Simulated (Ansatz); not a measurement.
# SnO (Pmn2_1) under strain

SnO (Pmn2_1) from a database of computed structures, relaxed with r2SCAN+rVV10 in the plane-wave code Ansatz. Space group Pmn2_1 (No. 31), orthorhombic; conventional cell a = 3.303 Å, b = 5.758 Å, c = 4.001 Å, 19.02 Å³ an atom. Sn is surrounded by 3 O at 2.12–2.13 Å; O is surrounded by 3 Sn at 2.12–2.13 Å.

The axes x, y and z are those of this cell:
```
Sn O
1.0
     3.30311    0.00000    0.00000
     0.00000    5.75770    0.00000
     0.00000    0.00000    4.00081
Sn O
2 2
Direct
  0.00000 0.22944 0.51726
  0.50000 0.77056 0.01726
  0.00000 0.89353 0.73274
  0.50000 0.10647 0.23274
```

Unstrained: PBE gives an indirect gap of 1.383 eV, from Γ to k = (0.398, -1/2, 0); the least direct gap is 2.073 eV at k = (0.398, -1/2, 0). With r2SCAN the valence top lies at Γ and the conduction bottom at k = (0.398, -1/2, 0), 1.697 eV higher; the smallest vertical gap, at k = (0.398, -1/2, 0), is 2.391 eV. HSE06 gives an indirect gap of 2.078 eV, from Γ to k = (0.398, -1/2, 0); the least direct gap is 2.768 eV at k = (0.398, -1/2, 0). Meshes: PBE 8×4×6, r2SCAN 8×4×6, HSE06 6×4×4. Strains are changes of length per length. After each strain the atoms were relaxed again with r2SCAN+rVV10 within the symmetry that the strain leaves, so tilts or polar shifts that break it weren't tested; points keep the names that they have in the unstrained zone. The values are computed, spin-unpolarised, and not measurements.

Changes of the least gap in eV (an overlap counts as a negative gap):
```tsv
strain	volume change (%)	space group	PBE	r2SCAN	HSE06
isotropic -0.32 % on every length	-1.0	Pmn2_1	-0.024	-0.025	-0.026
uniaxial +4.12 % along x	+4.1	Pmn2_1	+0.030	+0.031	+0.028
biaxial -5.31 % in x and y, z held	-10.3	Pmn2_1	-0.345	-0.403	-0.460
isotropic +3.73 % on every length	+11.6	Pmn2_1	+0.271	+0.276	+0.306
```

Isotropic -0.32 % on every length. HSE06: the gap goes from 2.078 to 2.052 eV (-0.026 eV); the edges go from Γ → (0.398, -1/2, 0) to Γ → (0.396, -1/2, 0). Stress change with PBE, compression positive: xx +0.46, yy +0.21, zz +0.18 GPa.

Uniaxial +4.12 % along x, other directions held. HSE06: the gap goes from 2.078 to 2.106 eV (+0.028 eV); the edges go from Γ → (0.398, -1/2, 0) to Γ → (0.391, -1/2, 0). Stress change with PBE, compression positive: xx -3.84, yy -0.40, zz -0.84 GPa.

Biaxial -5.31 % in x and y, z held. HSE06: the gap goes from 2.078 to 1.618 eV (-0.460 eV); the edges go from Γ → (0.398, -1/2, 0) to Γ–X (0.46) → (0.389, -1/2, 0). Stress change with PBE, compression positive: xx +8.32, yy +3.73, zz +2.76 GPa.

Isotropic +3.73 % on every length. HSE06: the gap goes from 2.078 to 2.384 eV (+0.306 eV); the edges go from Γ → (0.398, -1/2, 0) to Γ → (0.409, -1/2, 0). Stress change with PBE, compression positive: xx -4.09, yy -1.62, zz -1.40 GPa.

Spin-orbit coupling is left out, which matters wherever the heavy atoms make up the band edges.

Where an edge lies off the special points, it is a point of the mesh or the k point where a search put PBE's edge or least direct gap, reused for the other functionals, whose own edges may lie a little apart.

Coordinates of k points refer to the reciprocal vectors of the primitive cell of the runs.

The meshes of the hybrids are coarse, so their gaps aren't converged to the digits shown.
